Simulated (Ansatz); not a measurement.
Geometry optimisation in Ansatz: input, command and trajectory.

```yaml
crystal:
  lattice:
    - [4.9621272024, 0.0, 0.0]
    - [-2.4810636012, 4.2973282141, 0.0]
    - [0.0, 0.0, 8.1031206195]
  atoms:
    - { symbol: Rb, position: [0.0, 0.0, 0.0] }
    - { symbol: Br, position: [0.6666666667, 0.3333333333, 0.25] }
    - { symbol: Rb, position: [0.3333333333, 0.6666666667, 0.5] }
    - { symbol: Br, position: [0.6666666667, 0.3333333333, 0.75] }
basis:
  ecutwfc: 420
kpoints:
  mp_grid: { grid: [6, 6, 3] }
hamiltonian:
  xc: pbe
scf:
  occupations: { method: gaussian, width: 0.02 }
output:
  forces: true
  stress: true
  eigenvalues: true
  populations: true
  write_density: true
  write_potential: true
  elf: true
  volumetric_format: npy
relax:
  adjacent_minimum: "off"
  f_tol: 0.01
  max_steps: 45
  cell: { stress_tol: 0.05 }
```

```bash
ansatz run input.yaml --threads 1 --pin off --max-ram 2560MiB --backend cpu --events-out ev --progress --plain --runs-dir out
```

All numbers below come from DFT PBE, scalar-relativistic, plane waves, PAW in Ansatz 0.2.0.

Of 4 frames 4 are shown, positions in Å and forces in eV/Å; the SCF threshold varies from step to step. Steps run on the plane waves of an earlier cell, with a Pulay correction in the pressure. The basis is chosen afresh for the last frame, the zero of the energies, and can be on the way; energy and pressure step there, also at an unchanged geometry.

```xyz
4
Lattice="4.9621 0.0000 0.0000 -2.4811 4.2973 0.0000 0.0000 0.0000 8.1031" Properties=species:S:1:pos:R:3:forces:R:3 pbc="T T T" step=1 free_energy_over_end_meV_per_atom=9.06 pressure_GPa=0.11
Rb    0.0000    0.0000    0.0000    0.0000    0.0000    0.0000
Br    2.4811    1.4324    2.0258    0.0000    0.0000    0.0000
Rb    0.0000    2.8649    4.0516    0.0000    0.0000    0.0000
Br    2.4811    1.4324    6.0773    0.0000    0.0000    0.0000
4
Lattice="4.9156 0.0000 0.0000 -2.4578 4.2571 0.0000 0.0000 0.0000 8.2576" Properties=species:S:1:pos:R:3:forces:R:3 pbc="T T T" step=2 free_energy_over_end_meV_per_atom=3.73 pressure_GPa=0.07
Rb    0.0000    0.0000    0.0000    0.0000    0.0000    0.0000
Br    2.4578    1.4190    2.0644    0.0000    0.0000    0.0000
Rb    0.0000    2.8380    4.1288    0.0000    0.0000    0.0000
Br    2.4578    1.4190    6.1932    0.0000    0.0000    0.0000
4
Lattice="4.8345 0.0000 0.0000 -2.4172 4.1868 0.0000 0.0000 0.0000 8.5244" Properties=species:S:1:pos:R:3:forces:R:3 pbc="T T T" step=3 free_energy_over_end_meV_per_atom=-0.01 pressure_GPa=0.02
Rb    0.0000    0.0000    0.0000    0.0000    0.0000    0.0000
Br    2.4172    1.3956    2.1311    0.0000    0.0000    0.0000
Rb    0.0000    2.7912    4.2622    0.0000    0.0000    0.0000
Br    2.4172    1.3956    6.3933    0.0000    0.0000    0.0000
4
Lattice="4.8345 0.0000 0.0000 -2.4172 4.1868 0.0000 0.0000 0.0000 8.5244" Properties=species:S:1:pos:R:3:forces:R:3 pbc="T T T" step=4 free_energy_over_end_meV_per_atom=0.00 pressure_GPa=0.02
Rb    0.0000    0.0000    0.0000    0.0000    0.0000    0.0000
Br    2.4172    1.3956    2.1311    0.0000    0.0000    0.0000
Rb    0.0000    2.7912    4.2622    0.0000    0.0000    0.0000
Br    2.4172    1.3956    6.3933    0.0000    0.0000    0.0000
```

The run took 5.1 s on 1 thread of AMD EPYC 9R45 96-Core Processor (Zen 5), with other jobs on the host, peak memory 0.45 GiB.